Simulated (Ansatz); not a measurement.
# WS2 (P-3m1), a sublattice moved along a line

Method: DFT PBEsol, scalar-relativistic, plane waves, PAW (Ansatz 0.2.0). Settings: plane waves to 420 eV, k-mesh 12×12×2 (Γ-centred), Gaussian smearing 0.05 eV. Spin–orbit coupling is left out, which can shift energies with elements as heavy as these. No spin polarisation. Energies are free energies at this smearing, counted from the undisturbed cell; pressure is positive in compression.

Reference structure (relaxed at this level; this form isn't the usual structure):

```yaml
crystal:
  lattice:
    - [3.14588, 0.00000, 0.00000]
    - [-1.57294, 2.72441, 0.00000]
    - [0.00000, 0.00000, 23.56746]
  atoms:
    - { symbol: W, position: [0.33333, 0.66667, 0.63458] }
    - { symbol: W, position: [0.66667, 0.33333, 0.36542] }
    - { symbol: S, position: [0.33333, 0.66667, 0.29895] }
    - { symbol: S, position: [0.66667, 0.33333, 0.56805] }
    - { symbol: S, position: [0.33333, 0.66667, 0.43195] }
    - { symbol: S, position: [0.66667, 0.33333, 0.70105] }
```

The cell holds layers and no dispersion correction was added, so their binding is poorly described.

Every S atom is moved by x along the Cartesian unit vector (0.000, 0.000, 1.000); the cell and all other atoms stay fixed.

```
  x (Å)  ΔE (meV/cell)
-0.1000          332.2
-0.0500           83.3
 0.0000            0.0
 0.0125            5.2
 0.0250           20.8
 0.0375           46.8
 0.0625          130.0
 0.0750          187.1
 0.0875          254.6
```

**Question.** Predict the force along x on the moved atoms (eV/Å) at each point.

**Answer.**
```tsv
x (Å)	force along x on the moved atoms (eV/Å)
-0.1000	6.62
-0.0500	3.33
0.0000	0.00
0.0125	-0.83
0.0250	-1.67
0.0375	-2.50
0.0625	-4.16
0.0750	-4.98
0.0875	-5.80
```

Cost: 9 runs of about 2.4 core-minutes in all, on Intel Xeon Platinum 8488C (Sapphire Rapids) (shared hosts).